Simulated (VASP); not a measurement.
# Ni (Fm-3m) in VASP: notebook

The runs below take Ni through single point, with PBE.

All numbers are computed with VASP 6.6.1; they aren't measurements. Logs are shortened: lines on timing, memory, paths and dates and some standing lists are left out, and cuts for length are marked.

## Step 1: Starting point

The structure is cubic, space group Fm-3m (No. 225). The conventional cell has a = 3.524 Å, b = 3.524 Å, c = 3.524 Å, α = 90.00°, β = 90.00°, γ = 90.00°. Around Ni (site symmetry m-3m) lie 12 Ni at 2.49 Å.

## Step 2: Single point, PBE, collinear spin, ferromagnetic start

INCAR reads:

```
ALGO = Fast
EDIFF = 1E-7
ENCUT = 520
GGA = PE
ISIF = 2
ISMEAR = 0
ISPIN = 2
LASPH = T
LCHARG = F
LMAXMIX = 4
LORBIT = 11
LREAL = F
LWAVE = F
MAGMOM = 0.8
NELM = 120
PREC = Accurate
SIGMA = 0.1
```

KPOINTS reads:

```
k-points
0
Gamma
  4 4 4
```

POSCAR reads:

```
Ni
1.0
    0.0000000000      1.7619350000      1.7619350000
    1.7619350000      0.0000000000      1.7619350000
    1.7619350000      1.7619350000      0.0000000000
Ni
1
Direct
    0.0000000000      0.0000000000      0.0000000000
```

Potentials or basis: VASP PAW PBE potentials, release 64 (Ni).

Command:

```console
cat potpaw_PBE.64/Ni/POTCAR > POTCAR
mpirun -np 1 vasp_std > vasp.out
```

OUTCAR:

```text
EDIFF = 1E-7
   ENCUT = 520
   GGA = PE
   ISIF = 2
   ISMEAR = 0
   ISPIN = 2
   LASPH = T
   LORBIT = 11
   LREAL = F
   NELM = 120
   PREC = Accurate

 ion  position               nearest neighbor table
   1  0.000  0.000  0.000-

  LATTYP: Found a face centered cubic cell.
 ALAT       =     3.5238700000

  Lattice vectors:

 A1 = (   0.0000000000,   1.7619350000,   1.7619350000)
 A2 = (   1.7619350000,   0.0000000000,   1.7619350000)
 A3 = (   1.7619350000,   1.7619350000,   0.0000000000)

Analysis of symmetry for initial positions (statically):
=====================================================================
 Subroutine PRICEL returns:
 Original cell was already a primitive cell.

 Routine SETGRP: Setting up the symmetry group for a
 face centered cubic supercell.

 Subroutine GETGRP returns: Found 48 space group operations
 (whereof 48 operations were pure point group operations)
 out of a pool of 48 trial point group operations.

The static configuration has the point symmetry O_h .

Analysis of symmetry for dynamics (positions and initial velocities):
=====================================================================
 Subroutine PRICEL returns:
 Original cell was already a primitive cell.

 Routine SETGRP: Setting up the symmetry group for a
 face centered cubic supercell.

 Subroutine GETGRP returns: Found 48 space group operations
 (whereof 48 operations were pure point group operations)
 out of a pool of 48 trial point group operations.

The dynamic configuration has the point symmetry O_h .

Analysis of structural, dynamic, and magnetic symmetry:
=====================================================================
 Subroutine PRICEL returns:
 Original cell was already a primitive cell.

 Routine SETGRP: Setting up the symmetry group for a
 face centered cubic supercell.

 Subroutine GETGRP returns: Found 48 space group operations
 (whereof 48 operations were pure point group operations)
 out of a pool of 48 trial point group operations.

The overall configuration has the point symmetry O_h .

 Subroutine INISYM returns: Found 48 space group operations
 (whereof 48 operations are pure point group operations),
 and found     1 'primitive' translations

----------------------------------------------------------------------------------------

                                     Primitive cell

  volume of cell :      10.9396

  direct lattice vectors                    reciprocal lattice vectors
     0.000000000  1.761935000  1.761935000    -0.283778914  0.283778914  0.283778914
     1.761935000  0.000000000  1.761935000     0.283778914 -0.283778914  0.283778914
     1.761935000  1.761935000  0.000000000     0.283778914  0.283778914 -0.283778914

  length of vectors
     2.491752373  2.491752373  2.491752373     0.491519496  0.491519496  0.491519496

  position of ions in fractional coordinates (direct lattice)
     0.000000000  0.000000000  0.000000000

  ion indices of the primitive-cell ions
   primitive index   ion index
                 1           1

----------------------------------------------------------------------------------------

 KPOINTS: k-points

Automatic generation of k-mesh.
 Grid dimensions read from file:
 generate k-points for:    4    4    4

 Generating k-lattice:

  Cartesian coordinates                     Fractional coordinates (reciprocal lattice)
    -0.070944728  0.070944728  0.070944728     0.250000000  0.000000000  0.000000000
     0.070944728 -0.070944728  0.070944728     0.000000000  0.250000000  0.000000000
     0.070944728  0.070944728 -0.070944728     0.000000000  0.000000000  0.250000000

  Length of vectors
     0.122879874  0.122879874  0.122879874

  Shift w.r.t. Gamma in fractional coordinates (k-lattice)
     0.000000000  0.000000000  0.000000000

 Subroutine IBZKPT returns following result:
 ===========================================

 Found      8 irreducible k-points:

 Following reciprocal coordinates:
            Coordinates               Weight
  0.000000  0.000000  0.000000      1.000000
  0.250000  0.000000  0.000000      8.000000
  0.500000  0.000000  0.000000      4.000000
  0.250000  0.250000  0.000000      6.000000
  0.500000  0.250000  0.000000     24.000000
 -0.250000  0.250000  0.000000     12.000000
  0.500000  0.500000  0.000000      3.000000
 -0.250000  0.500000  0.250000      6.000000
   k-points           NKPTS =      8   k-points in BZ     NKDIM =      8   number of bands    NBANDS=      9
   number of dos      NEDOS =    301   number of ions     NIONS =      1
   total plane-waves  NPLWV =   8000
   dimension x,y,z NGX =    20 NGY =   20 NGZ =   20
   dimension x,y,z NGXF=    40 NGYF=   40 NGZF=   40
   ions per type =               1
   NGX,Y,Z   is equivalent  to a cutoff of  13.34, 13.34, 13.34 a.u.
   NGXF,Y,Z  is equivalent  to a cutoff of  26.69, 26.69, 26.69 a.u.
 SYSTEM =  unknown system
   PREC   = accura    normal or accurate (medium, high low for compatibility)
   ISTART =      0    job   : 0-new  1-cont  2-samecut
   ICHARG =      2    charge: 1-file 2-atom 10-const
   ISPIN  =      2    spin polarized calculation?
   LNONCOLLINEAR =      F non collinear calculations
   LSORBIT =      F    spin-orbit coupling
   LASPH  =      T    aspherical Exc in radial PAW
   ENCUT  =  520.0 eV  38.22 Ry    6.18 a.u.   4.63  4.63  4.63*2*pi/ulx,y,z
   NELM   =    120;   NELMIN=  2; NELMDL= -5     # of ELM steps
   EDIFF  = 0.1E-06   stopping-criterion for ELM
   LREAL  =      F    real-space projection
   EDIFFG = 0.1E-05   stopping-criterion for IOM
   NSW    =      0    number of steps for IOM
   IBRION =     -1    ionic relax: 0-MD 1-quasi-New 2-CG
   NFREE  =      0    steps in history (QN), initial steepest desc. (CG)
   ISIF   =      2    stress and relaxation
   ISYM   =      2    0-nonsym 1-usesym 2-fastsym
   POTIM  = 0.5000    time-step for ionic-motion
   TEBEG  =    0.0;   TEEND  =   0.0 temperature during run
   PSTRESS=    0.0 pullay stress
   NELECT =      10.0000    total number of electrons
   NUPDOWN=      -1.0000    fix difference up-down
   EMIN   =  10.00;   EMAX   =-10.00  energy-range for DOS
   EFERMI =   0.00;   METHOD = LEGACY
   ISMEAR =     0;   SIGMA  =   0.10  broadening in eV -4-tet -1-fermi 0-gaus
   EFERMI_NEDOS =   21; number of points for ismear=-14 and -15
   IALGO  =     68    algorithm
   IMIX   =      4    mixing-type and parameters
     AMIX     =   0.40;   BMIX     =  1.00
     AMIX_MAG =   1.60;   BMIX_MAG =  1.00
  volume/ion in A,a.u.               =      10.94        73.82
  Fermi-wavevector in a.u.,A,eV,Ry     =   1.588821  3.002436 34.345893  2.524352
  Thomas-Fermi vector in A             =   2.687765
   LORBIT       =     11    0 simple, 1 ext, 2 COOP (PROOUT), +10 PAW based schemes
   GGA     = PE    functional components
   LHFCALC =     F    Hartree Fock is set to
   AEXX    =    0.0000 exact exchange contribution
   IVDW    =     0    specifies the selected vdW correction
   LEPSILON=     F    determine dielectric tensor
   LRPA    =     F    only Hartree local field effects (RPA)
 spin polarized calculation
 RMM-DIIS sequential band-by-band and
 Gauss-broadening in eV      SIGMA  =   0.10
  energy-cutoff  :      520.00
  volume of cell :       10.94
 maximum number of plane-waves:       303
 NGX is ok and might be reduce to    20
   NGX =  9   NGY =  9   NGZ =  9

 number of electron      10.0000010 magnetization       0.5937131

 Free energy of the ion-electron system (eV)
  ---------------------------------------------------
  ext. energy  EPLUGINS =         0.00000000
  ---------------------------------------------------
  free energy    TOTEN  =        -5.54584509 eV

  energy without entropy =       -5.53583327  energy(sigma->0) =       -5.54083918

 E-fermi :   9.3583     XC(G=0): -13.2296

 val. band max:        9.2876954416   @ k =   0.5000   0.5000   0.0000
 cond. band min:       9.3758735650   @ k =   0.5000   0.0000   0.0000
 fundamental gap:      0.0881781234
 Fermi energy:         9.3583241796

 spin component 1

 k-point     1 :       0.0000    0.0000    0.0000
  band No.  band energies     occupation
      1       0.3316      1.00000
      2       6.8363      1.00000
      3       6.8363      1.00000
      4       6.8363      1.00000
      5       8.0012      1.00000
      6       8.0012      1.00000
      7      32.9820      0.00000
      8      36.7986      0.00000
      9      36.7986      0.00000
[... 73 lines left out ...]
 k-point     8 :      -0.2500    0.5000    0.2500
  band No.  band energies     occupation
      1       5.5346      1.00000
      2       6.2130      1.00000
      3       6.2130      1.00000
      4       7.9384      1.00000
      5       8.7728      1.00000
      6      16.9905      0.00000
      7      16.9905      0.00000
      8      19.2144      0.00000
      9      20.3396      0.00000
 Fermi energy:         9.3583241796

 spin component 2

 k-point     1 :       0.0000    0.0000    0.0000
  band No.  band energies     occupation
      1       0.2788      1.00000
      2       7.5638      1.00000
      3       7.5638      1.00000
      4       7.5638      1.00000
      5       8.5624      1.00000
      6       8.5624      1.00000
      7      32.8077      0.00000
      8      36.7665      0.00000
      9      36.7665      0.00000
[... 73 lines left out ...]
 k-point     8 :      -0.2500    0.5000    0.2500
  band No.  band energies     occupation
      1       5.8979      1.00000
      2       6.7998      1.00000
      3       6.7998      1.00000
      4       8.4747      1.00000
      5       9.6098      0.00019
      6      17.1445      0.00000
      7      17.1446      0.00000
      8      19.3508      0.00000
      9      20.4605      0.00000

------------------------ aborting loop because EDIFF is reached ----------------------------------------

  FORCE on cell =-STRESS in cart. coord.  units (eV):
  Direction    XX          YY          ZZ          XY          YZ          ZX
  --------------------------------------------------------------------------------------
  -------------------------------------------------------------------------------------
  Total       -0.2853756     -0.2853756     -0.2853756      0.0000000      0.0000000      0.0000000
  in kB      -41.7953319    -41.7953319    -41.7953319      0.0000000      0.0000000      0.0000000
  external PRESSURE =     -41.7953319 kB  Pullay stress =       0.0000000 kB

 VOLUME and BASIS-vectors are now :
 -----------------------------------------------------------------------------
  energy-cutoff  :      520.00
  volume of cell :       10.94
      direct lattice vectors                 reciprocal lattice vectors
     0.000000000  1.761935000  1.761935000    -0.283778914  0.283778914  0.283778914
     1.761935000  0.000000000  1.761935000     0.283778914 -0.283778914  0.283778914
     1.761935000  1.761935000  0.000000000     0.283778914  0.283778914 -0.283778914

 POSITION                                       TOTAL-FORCE (eV/Angst)
 -----------------------------------------------------------------------------------
      0.00000      0.00000      0.00000        -0.000000      0.000000     -0.000000
 -----------------------------------------------------------------------------------
    total drift:                                0.000000      0.000000      0.000000

  FREE ENERGIE OF THE ION-ELECTRON SYSTEM (eV)
  ---------------------------------------------------
  free  energy   TOTEN  =        -5.5458450905 eV

  energy  without entropy=       -5.5358332662  energy(sigma->0) =       -5.54083918

 total charge

# of ion       s       p       d       tot
------------------------------------------
    1        0.484   0.504   8.306   9.294

 magnetization (x)

# of ion       s       p       d       tot
------------------------------------------
    1       -0.013  -0.025   0.646   0.608
```

It took 5.3 s on 1 thread of Intel Xeon Platinum 8259CL at 2.50GHz (Skylake/Cascade Lake), shared host; peak memory 0.12 GiB.

Results:

```
Free energy                                           : -5.5458 eV
Pressure                                              : -4.2 GPa
Band gap on the k mesh                                : none (metal or under the smearing width)
Net moment                                            : 0.59 μB per cell
Site moments                                          : Ni +0.61 μB
Valence electrons inside the program's atomic spheres : Ni 9.29
```

Levels at points of the mesh, in eV from the Fermi level:
Spin up:
| k point | band 3 | band 4 | band 5 | band 6 | band 7 | band 8 |
| --- | --- | --- | --- | --- | --- | --- |
| (0.00, 0.00, 0.00) | -2.52 | -2.52 | -1.36 | -1.36 | 23.62 | 27.44 |
| (0.50, 0.00, 0.00) | -2.50 | -0.71 | -0.71 | -0.34 | 5.54 | 22.12 |
| (0.50, 0.50, 0.00) | -0.66 | -0.59 | -0.59 | 2.39 | 9.09 | 14.72 |
Spin down:
| k point | band 1 | band 2 | band 3 | band 4 | band 5 | band 6 | band 7 | band 8 | band 9 |
| --- | --- | --- | --- | --- | --- | --- | --- | --- | --- |
| (0.00, 0.00, 0.00) | -9.08 | -1.79 | -1.79 | -1.79 | -0.80 | -0.80 | 23.45 | 27.41 | 27.41 |
| (0.50, 0.00, 0.00) | -4.48 | -1.91 | -1.91 | -0.41 | 0.02 | 0.02 | 5.94 | 21.96 | 24.58 |
| (0.50, 0.50, 0.00) | -4.37 | -3.67 | -0.07 | 0.25 | 0.25 | 2.33 | 9.32 | 14.71 | 14.71 |

Caveat: the k mesh is coarse (spacing up to 0.77 Å⁻¹), so the values aren't converged.

## Step 3: Single point, PBE, collinear spin, ferromagnetic start

INCAR is that of step 2.

KPOINTS reads:

```
k-points
0
Gamma
  8 8 8
```

POSCAR is that of step 2.

Potentials or basis: VASP PAW PBE potentials, release 64 (Ni).

Command:

```console
cat potpaw_PBE.64/Ni/POTCAR > POTCAR
mpirun -np 1 vasp_std > vasp.out
```

OUTCAR:

```text
EDIFF = 1E-7
   ENCUT = 520
   GGA = PE
   ISIF = 2
   ISMEAR = 0
   ISPIN = 2
   LASPH = T
   LORBIT = 11
   LREAL = F
   NELM = 120
   PREC = Accurate

 ion  position               nearest neighbor table
   1  0.000  0.000  0.000-

  LATTYP: Found a face centered cubic cell.
 ALAT       =     3.5238700000

  Lattice vectors:

 A1 = (   0.0000000000,   1.7619350000,   1.7619350000)
 A2 = (   1.7619350000,   0.0000000000,   1.7619350000)
 A3 = (   1.7619350000,   1.7619350000,   0.0000000000)
[... 784 lines left out ...]
  --------------------------------------------------------------------------------------
  -------------------------------------------------------------------------------------
  Total       -0.0456730     -0.0456730     -0.0456730     -0.0000000     -0.0000000      0.0000000
  in kB       -6.6891375     -6.6891375     -6.6891375     -0.0000000     -0.0000000      0.0000000
  external PRESSURE =      -6.6891375 kB  Pullay stress =       0.0000000 kB

 VOLUME and BASIS-vectors are now :
 -----------------------------------------------------------------------------
  energy-cutoff  :      520.00
  volume of cell :       10.94
      direct lattice vectors                 reciprocal lattice vectors
     0.000000000  1.761935000  1.761935000    -0.283778914  0.283778914  0.283778914
     1.761935000  0.000000000  1.761935000     0.283778914 -0.283778914  0.283778914
     1.761935000  1.761935000  0.000000000     0.283778914  0.283778914 -0.283778914

 POSITION                                       TOTAL-FORCE (eV/Angst)
 -----------------------------------------------------------------------------------
      0.00000      0.00000      0.00000         0.000000      0.000000     -0.000000
 -----------------------------------------------------------------------------------
    total drift:                                0.000000      0.000000      0.000000

  FREE ENERGIE OF THE ION-ELECTRON SYSTEM (eV)
  ---------------------------------------------------
  free  energy   TOTEN  =        -5.4742342671 eV

  energy  without entropy=       -5.4643550966  energy(sigma->0) =       -5.46929468

 total charge

# of ion       s       p       d       tot
------------------------------------------
    1        0.496   0.498   8.303   9.298

 magnetization (x)

# of ion       s       p       d       tot
------------------------------------------
    1       -0.004  -0.022   0.736   0.710
```

OSZICAR:

```text
N       E                     dE             d eps       ncg     rms          rms(c)
DAV:   1     0.219339351309E+02    0.21934E+02   -0.49116E+03  1076   0.143E+03
DAV:   2    -0.610531234872E+01   -0.28039E+02   -0.26814E+02  1056   0.162E+02
DAV:   3    -0.649898157820E+01   -0.39367E+00   -0.39325E+00  1234   0.264E+01
DAV:   4    -0.650304135505E+01   -0.40598E-02   -0.40590E-02  1237   0.238E+00
DAV:   5    -0.650315614920E+01   -0.11479E-03   -0.11479E-03  1254   0.334E-01    0.979E+00
RMM:   6    -0.580089191080E+01    0.70226E+00   -0.49427E+00  1203   0.396E+01    0.643E+00
RMM:   7    -0.549854579606E+01    0.30235E+00   -0.81740E-01  1188   0.168E+01    0.223E+00
RMM:   8    -0.547661125405E+01    0.21935E-01   -0.15768E-02  1337   0.157E+00    0.985E-01
RMM:   9    -0.547473879066E+01    0.18725E-02   -0.20372E-03  1333   0.544E-01    0.213E-01
RMM:  10    -0.547422823594E+01    0.51055E-03   -0.46240E-04  1240   0.380E-01    0.552E-02
RMM:  11    -0.547423258933E+01   -0.43534E-05   -0.10624E-04  1350   0.996E-02    0.358E-02
RMM:  12    -0.547423380858E+01   -0.12192E-05   -0.17148E-05  1415   0.395E-02    0.115E-02
RMM:  13    -0.547423421514E+01   -0.40657E-06   -0.19642E-06  1365   0.147E-02    0.134E-03
RMM:  14    -0.547423426709E+01   -0.51945E-07   -0.43838E-07   946   0.651E-03
   1 F= -.54742343E+01 E0= -.54692947E+01  d E =-.987917E-02  mag=     0.6992
```

stdout:

```text
POSCAR found type information on POSCAR Ni
 POSCAR found :  1 types and       1 ions
 scaLAPACK will be used
 LDA part: xc-table for (Slater+PW92), standard interpolation
 POSCAR, INCAR and KPOINTS ok, starting setup
 FFT: planning ... GRIDC
 FFT: planning ... GRID_SOFT
 FFT: planning ... GRID
 WAVECAR not read
 entering main loop
```

It took 8.7 s on 1 thread of Intel Xeon Platinum 8259CL at 2.50GHz (Skylake/Cascade Lake), shared host; peak memory 0.13 GiB.

Results:

```
Free energy                                           : -5.4742 eV
Pressure                                              : -0.7 GPa
Band gap on the k mesh                                : none (metal or under the smearing width)
Net moment                                            : 0.70 μB per cell
Site moments                                          : Ni +0.71 μB
Valence electrons inside the program's atomic spheres : Ni 9.30
```

Caveat: the k mesh is coarse (spacing up to 0.39 Å⁻¹), so the values aren't converged.

## Step 4: Single point, PBE, collinear spin, ferromagnetic start

INCAR is that of step 3.

KPOINTS reads:

```
k-points
0
Gamma
  10 10 10
```

POSCAR is that of step 3.

Command:

```console
cat potpaw_PBE.64/Ni/POTCAR > POTCAR
mpirun -np 1 vasp_std > vasp.out
```

It took 13 s on 1 thread of Intel Xeon Platinum 8259CL at 2.50GHz (Skylake/Cascade Lake), shared host; peak memory 0.13 GiB.

It converged, with:

* Free energy: -5.4770 eV
* Pressure: -0.4 GPa
* Band gap on the k mesh: none (metal or under the smearing width)
* Net moment: 0.72 μB per cell
* Site moments: Ni +0.73 μB
* Valence electrons inside the program's atomic spheres: Ni 9.30

Levels at points of the mesh, in eV from the Fermi level:
Spin up:
| k point | band 1 | band 2 | band 3 | band 4 | band 5 | band 6 | band 7 | band 8 | band 9 |
| --- | --- | --- | --- | --- | --- | --- | --- | --- | --- |
| (0.00, 0.00, 0.00) | -9.00 | -2.50 | -2.50 | -2.50 | -1.32 | -1.32 | 23.66 | 27.47 | 27.47 |
| (0.50, 0.00, 0.00) | -4.86 | -2.47 | -2.47 | -0.69 | -0.69 | -0.30 | 5.57 | 22.15 | 24.55 |
| (0.50, 0.50, 0.00) | -4.67 | -4.24 | -0.62 | -0.57 | -0.57 | 2.42 | 9.13 | 14.75 | 14.75 |
Spin down:
```tsv
k point	band 3	band 4	band 5	band 6	band 7	band 8
(0.00, 0.00, 0.00)	-1.65	-1.65	-0.66	-0.66	23.50	27.47
(0.50, 0.00, 0.00)	-1.77	-0.35	0.17	0.17	6.05	22.02
(0.50, 0.50, 0.00)	0.07	0.41	0.41	2.40	9.41	14.78
```

(Continued in part 2 of 2.)
